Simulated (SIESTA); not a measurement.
**Zr under changes of volume**

One of the cells (23.719 Å³/atom); the others are scaled copies at fixed shape and fractional positions:

```
Zr
1.0
    -1.81000    1.81000    1.81000
     1.81000   -1.81000    1.81000
     1.81000    1.81000   -1.81000
Zr
1
Direct
  0.00000 0.00000 0.00000
```

This isn't the form of Zr at room conditions, which is hcp.

- Program: SIESTA 5.4.2
- Functional: LDA
- Potentials or basis: PseudoDojo 0.4 standard (LDA files)
- Basis: DZP (energy shift 0.003 Ry; two zetas on semicore shells)
- Grid cutoff: 800 Ry
- Energy shift: 0.003 Ry
- k mesh: 10 × 10 × 10
- Occupations: fermi-dirac, width 0.05 eV
- Spin: no spin polarisation

```csv
volume (Å³/atom),energy over the lowest point (meV/atom),pressure (GPa)
22.296,0.00,-4.3
22.770,15.87,-6.1
23.245,36.70,-7.7
23.719,61.88,-9.1
24.193,?,?
24.668,123.59,-11.6
25.142,159.60,-12.7
```

Task: What does the run at 24.193 Å³/atom give?

Result: Energy over the lowest point 90.95 meV/atom; pressure -10.4 GPa.

Worked out: A Birch-Murnaghan fit of order 3 (a polynomial in V^(-2/3)) to the other rows has no minimum within the range. It gives 90.90 meV/atom at 24.193 Å³/atom, against the run's 90.95, and -dE/dV = -10.5 GPa, against -10.4.

Energies are extrapolated to zero smearing.

Caveats: the basis of atomic orbitals isn't converged, which shifts pressures, moduli and gaps.
